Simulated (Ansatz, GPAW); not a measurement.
Given: the input of a run of Ansatz 0.2.0 on CdS (Hawleyite). 

input.yaml

```yaml
crystal:
  lattice:
    - [0.0, 2.9165, 2.9165]
    - [2.9165, 0.0, 2.9165]
    - [2.9165, 2.9165, 0.0]
  atoms:
    - { symbol: Cd, position: [0.0, 0.0, 0.0] }
    - { symbol: S, position: [0.75, 0.75, 0.75] }
kpoints:
  mp_grid: { grid: [8, 8, 8] }
scf:
  occupations: { method: gaussian, width: 0.016 }
hamiltonian:
  xc: pbe
  pseudopotentials: { kind: all_electron, lapw: { basis_error: 0.001 } }
output:
  forces: true
  stress: true
  eigenvalues: true
```

Potentials or basis: all-electron LAPW, scalar-relativistic.

Run with:

```bash
$ ansatz run input.yaml --threads 1 --pin off --max-ram 3072MiB --backend cpu --events-out ev --progress --plain --runs-dir out
```

Task: Set up the same calculation for GPAW 26.7.0 (ASE script). Potentials or basis there: GPAW PAW data sets (gpaw-data 1.2.1), cutoff 600 eV.

Result: As run (cutoffs and basis follow the program's own potentials, and thresholds, step limits or extra output files can differ):

run.py

```python
from ase.dft.bandgap import bandgap
from ase.io import read, write
from ase.units import GPa
from gpaw import GPAW, PW

atoms = read('CdS.xyz')

calc = GPAW(mode=PW(600),
            xc='PBE',
            kpts={'size': (8, 8, 8), 'gamma': True},
            occupations={'name': 'methfessel-paxton', 'order': 0, 'width': 0.016},
            nbands=18,
            convergence={'density': 1e-05, 'energy': 1e-05},
            maxiter=150,
            txt='gpaw.txt')
atoms.calc = calc
energy = atoms.get_potential_energy()
forces = atoms.get_forces()
stress = atoms.get_stress()
calc.write('gs.gpw')
write('result.traj', atoms)
print(f'Energy: {energy:.6f} eV')
print('Forces (eV/A):')
print(forces.round(4))
print('Stress (GPa):', (stress / GPa).round(3))
print('Fermi level:', round(calc.get_fermi_level(), 4), 'eV')
print(f'Gap: {bandgap(calc)[0]:.4f} eV, direct: {bandgap(calc, direct=True)[0]:.4f} eV')
```

File CdS.xyz:

```xyz
2
Lattice="0.0000000000 2.9165000000 2.9165000000 2.9165000000 0.0000000000 2.9165000000 2.9165000000 2.9165000000 0.0000000000" Properties=species:S:1:pos:R:3 pbc="T T T"
Cd     0.0000000000      0.0000000000      0.0000000000
S      4.3747500000      4.3747500000      4.3747500000
```

Potentials or basis: GPAW PAW data sets (gpaw-data 1.2.1), pw.

The run is started by

```sh
$ OMP_NUM_THREADS=1 python run.py
```

Both were run:

|  | Ansatz | GPAW |
| --- | --- | --- |
| Pressure | 2.9 GPa | 2.6 GPa |

Where Ansatz's input types no cutoff or centring, it takes its own default and a Γ-centred mesh.

Pressure is positive in compression.
